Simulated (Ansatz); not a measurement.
## CdS (zincblende): G0W0 against its settings

Zincblende CdS, relaxed with r2SCAN; one-shot G0W0 in Ansatz without spin-orbit coupling. Calculated for a static, non-magnetic cell.

```cif
data_structure
_symmetry_space_group_name_H-M 'F-43m'
_symmetry_Int_Tables_number 216
_cell_length_a 5.8784
_cell_length_b 5.8784
_cell_length_c 5.8784
_cell_angle_alpha 90.000
_cell_angle_beta 90.000
_cell_angle_gamma 90.000
_cell_volume 203.13
loop_
_atom_site_label
_atom_site_type_symbol
_atom_site_symmetry_multiplicity
_atom_site_Wyckoff_symbol
_atom_site_fract_x
_atom_site_fract_y
_atom_site_fract_z
_atom_site_occupancy
Cd1 Cd 4 a 0.00000 0.00000 0.00000 1
S1 S 4 d 0.25000 0.25000 0.75000 1
```

Gaps are read over the mesh points alone. G0W0 here is at a finite number of bands, screening cutoff and k mesh, not at the basis limit.

| start | potentials | frequency model | mesh | empty bands | screening cutoff (eV) | Kohn-Sham gap (eV) | G0W0 gap (eV) |
| --- | --- | --- | --- | --- | --- | --- | --- |
| PBE | PAW | contour deformation | 6×6×6 | 115 | 100 | 1.09 | 1.82 |
| PBE | PAW | contour deformation | 6×6×6 | 278 | 180 | 1.09 | 1.87 |
| HSE06 | PAW | contour deformation | 6×6×6 | 278 | 180 | 2.11 | 2.47 |
| r2SCAN | PAW | contour deformation | 6×6×6 | 278 | 180 | 1.54 | 2.18 |
| PBE0 | PAW | contour deformation | 6×6×6 | 278 | 180 | 2.75 | 2.67 |
| PBE | PAW | Godby-Needs pole | 6×6×6 | 278 | 180 | 1.09 | 1.92 |
| PBE | PAW | contour deformation | 8×8×8 | 82 | 80 | 1.10 | 1.82 |
| PBE | norm-conserving | contour deformation | 6×6×6 | 278 | 180 | 1.09 | 1.88 |

Over the mesh points the PBE gap of 1.09 eV becomes a quasiparticle gap of 1.87 eV (direct at Γ), a change of +0.78 eV. Renormalisation factors Z lie between 0.72 and 0.79.

Raising bands and cutoff together moves the gap by +0.05 eV (100 to 180 eV); the last step is still large, so the basis limit isn't reached. Starting from HSE06 (2.11 eV against PBE's 1.09 eV) gives 2.47 eV, +0.60 eV from G0W0@PBE at the same screening cutoff. Starting from r2SCAN (1.54 eV against PBE's 1.09 eV) gives 2.18 eV, +0.31 eV from G0W0@PBE at the same screening cutoff. Starting from PBE0 (2.75 eV against PBE's 1.09 eV) gives 2.67 eV, +0.80 eV from G0W0@PBE at the same screening cutoff. The Godby-Needs plasmon pole differs from contour deformation by +0.05 eV. Norm-conserving potentials (wave cutoff 1071 eV against 420 eV) shift the quasiparticle gap by +0.01 eV and the PBE gap by 0.00 eV. r2SCAN runs take a wave cutoff of 500 eV.

The program warns that the k mesh is coarse for exact exchange in some of these runs, so their gaps aren't converged.

With a shallow d shell on the cation, G0W0 converges slowly in bands and cutoff, so these values are in doubt.
